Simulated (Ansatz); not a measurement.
# Ta2C: the cost of one run

Program: Ansatz 0.2.0. Level of theory: DFT r2SCAN, scalar-relativistic, plane waves, PAW. These are calculated values, not measurements.

2 further runs of the same task are left out: 2 set aside as unsound or not needed.

## 1. The starting structure

Symmetry: P-3m1, No. 164, trigonal system. Conventional cell: a = 3.110 Å, b = 3.110 Å, c = 4.942 Å, α = 90.00°, β = 90.00°, γ = 120.00°. Ta (site symmetry 3m) has 3 C at 2.19 Å as nearest neighbours. C (site symmetry -3m) has 6 Ta at 2.19 Å as nearest neighbours.

Coordinates:

```cif
data_structure
_symmetry_space_group_name_H-M 'P 1'
_symmetry_Int_Tables_number 1
_cell_length_a 3.1102
_cell_length_b 3.1102
_cell_length_c 4.9423
_cell_angle_alpha 90.000
_cell_angle_beta 90.000
_cell_angle_gamma 120.000
_cell_volume 41.40
loop_
_atom_site_label
_atom_site_type_symbol
_atom_site_fract_x
_atom_site_fract_y
_atom_site_fract_z
_atom_site_occupancy
Ta1 Ta 0.33333 0.66667 0.25356 1
Ta2 Ta 0.66667 0.33333 0.74644 1
C1 C 0.00000 0.00000 0.00000 1
```

It is the result of an earlier relaxation at this level (volume 13.80 Å³/atom; gap on the mesh: none (metal)).

The unstrained cell was computed beforehand with the same settings: E(σ→0) = -20142.4002 eV for 3 atoms, gap none (metal).

## 2. Strain -1.0 %

Contents of input.yaml:

```yaml
crystal:
  lattice:
    - [3.1179398674, 0.0, 0.0]
    - [-1.5589699337, 2.7002151327, 0.0]
    - [0.0, 0.0, 4.8928759571]
  atoms:
    - { symbol: Ta, position: [0.3333333333, 0.6666666667, 0.2535635792] }
    - { symbol: Ta, position: [0.6666666667, 0.3333333333, 0.7464364208] }
    - { symbol: C, position: [0.0, 0.0, 0.0] }
basis:
  ecutwfc: 500
kpoints:
  mp_grid: { grid: [18, 18, 10] }
hamiltonian:
  xc: r2scan
scf:
  occupations: { method: gaussian, width: 0.1 }
output:
  forces: true
  stress: true
  eigenvalues: true
relax:
  adjacent_minimum: "off"
  f_tol: 0.008
  max_steps: 40
  cell: { stress_tol: 0.015, fix: [c, angles] }
```

Launch:

```sh
$ ansatz run input.yaml --threads 1 --pin off --max-ram 2560MiB --backend cpu --events-out ev --progress --plain --runs-dir out
```

What time and memory should one allow on 1 thread of Intel Xeon 6975P-C (Granite Rapids), shared host?

About 3.7 min, with a peak of 1.1 GiB.
